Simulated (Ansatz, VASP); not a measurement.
Y in VASP and in Ansatz

Contents of INCAR:

```
SYSTEM = Y
PREC = Accurate
ENCUT = 520
EDIFF = 1E-8
ISMEAR = -1
SIGMA = 0.03
LREAL = .False.
LASPH = .True.
NELM = 100
ALGO = Normal
ISIF = 2
LWAVE = .False.
LCHARG = .False.
GGA = PE
LEFG = .True.
NBANDS = 12
```

File KPOINTS:

```
Automatic mesh
0
Gamma
  12 12 12
  0 0 0
```

Contents of POSCAR:

```
Y
1.0
    0.0000000000      2.5734370354      2.5734370354
    2.5734370354      0.0000000000      2.5734370354
    2.5734370354      2.5734370354      0.0000000000
Y
1
Direct
    0.0000000000      0.0000000000      0.0000000000
```

Input for Ansatz:

```yaml
crystal:
  lattice:
    - [0.0, 2.5734370354, 2.5734370354]
    - [2.5734370354, 0.0, 2.5734370354]
    - [2.5734370354, 2.5734370354, 0.0]
  atoms:
    - { symbol: "Y", position: [0.0, 0.0, 0.0] }
kpoints:
  mp_grid: { grid: [12, 12, 12] }
scf:
  occupations: { method: fermi_dirac, width: 0.03 }
hamiltonian:
  xc: pbe
  pseudopotentials: { kind: paw }
output:
  forces: true
  stress: true
  eigenvalues: true
  efg: { contact_densities: true }
```

Change from the starting cell: volume scaled by 1.05, PAW files.

Alike in both runs: task electric field gradients; functional PBE; k mesh 12 × 12 × 12; occupations fermi-dirac, width 0.03 eV; no spin polarisation.

```csv
,VASP,Ansatz
version,VASP 6.6.1,Ansatz 0.2.0
potentials or method,"VASP PAW PBE potentials, release 64 (Y_sv)","PAW with Ansatz's default frozen-core files, scalar-relativistic"
plane-wave cutoff (eV),520,420
valence electrons in the cell,11,11
```

Ansatz gave:

| Item | Value |
| --- | --- |
| pressure (GPa) | -1.8 |
| Vzz of the field gradient on the site that differs most (V/Å²) | 0.0 |

Question: Which values does VASP return?

Answer: Pressure (GPa): -1.9; Vzz of the field gradient on the site that differs most (V/Å²): 0.0.

Ansatz warned: «gradients_without_spin_orbit».
